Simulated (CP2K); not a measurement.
**HfC under changes of volume**

One of the cells (12.568 Å³/atom); the others are scaled copies at fixed shape and fractional positions:

```
CELL_PARAMETERS angstrom
3.28805 0.00000 0.00000
1.64402 2.84753 0.00000
1.64402 0.94918 2.68468
ATOMIC_POSITIONS crystal
Hf 0.50000 0.50000 0.50000
C 0.00000 0.00000 0.00000
```

```yaml
Program: CP2K 2026.2
Functional: PBEsol
Potentials_or_basis: POTENTIAL_UZH Hf GTH-PBE-q12, C GTH-PBE-q4; TZVP-MOLOPT-PBE-GTH basis
Density_cutoff: 6123 eV
k_mesh: 10 × 10 × 10
Occupations: fermi-dirac, width 0.05 eV
Spin: no spin polarisation
```

```csv
volume (Å³/atom),energy over the lowest point (meV/atom),pressure (GPa)
11.814,?,?
12.065,1.15,3.4
12.317,0.00,-1.8
12.568,6.60,-6.5
12.819,20.17,-10.7
13.071,40.02,-14.5
13.322,65.55,-17.9
```

**Question.** What does the run at 11.814 Å³/atom give?

**Answer.** Energy over the lowest point 10.87 meV/atom; pressure 9.1 GPa.

Worked out: A Birch-Murnaghan fit of order 3 (a polynomial in V^(-2/3)) to the other rows has its minimum at 12.23 Å³/atom with B0 = V·E''(V) = 249 GPa and B' = 4.0. It gives 10.84 meV/atom at 11.814 Å³/atom, against the run's 10.87, and -dE/dV = 9.1 GPa, against 9.1.

Energies are extrapolated to zero smearing.

Caveats: the potentials were made for another functional, which shifts forces and pressure; the basis of atomic orbitals isn't converged, which shifts pressures, moduli and gaps.
